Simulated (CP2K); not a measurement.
Runs of CP2K 2026.2 on MoS2. It takes space group P6_3/mmc (No. 194, hexagonal). The conventional cell has a = 3.169 Å, b = 3.169 Å, c = 12.324 Å, α = 90.00°, β = 90.00°, γ = 120.00°. Mo (site symmetry -6m2) is surrounded by 6 S at 2.41 Å. S (site symmetry 3m) has 3 Mo at 2.41 Å as nearest neighbours. 

```csv
level,cutoff radius of the dispersion sum (A),cutoff of the non-local correlation (Ry),gap on the mesh (eV),pressure (GPa),largest force (eV/Å)
PBE+D3(BJ)+ATM,20,-,0.96,0.6,0.18
PBE+D2,20,-,0.96,3.1,0.18
PBE+D4,20,-,0.96,0.3,0.16
PBE+D3(BJ),20,-,0.96,0.0,0.18
PBE+rVV10,-,300,0.94,(b),(c)
PBE+D3,20,-,0.96,(a),0.18
PBE,-,-,0.96,3.9,0.17
```

Alike in all rows: task single point; potentials or basis POTENTIAL_UZH Mo GTH-PBE-q14, S GTH-PBE-q6; DZVP-MOLOPT-PBE-GTH basis; no spin polarisation; cell as given; k mesh 10 × 10 × 3; smearing fermi-dirac 0.05 eV.

Task: Estimate the missing entries.

Result: (a) 1.3; (b) 2.7; (c) 0.25.

Caveats: an odd mesh through Γ misses points on the zone boundary, where band edges often lie; the basis of atomic orbitals isn't converged, which shifts pressures, moduli and gaps; this functional lacks dispersion, which binds the layers, so the pressure and a relaxed spacing across them are unreliable (some runs).

A k mesh can miss the band edges, and the runs leave out spin-orbit coupling on Mo.
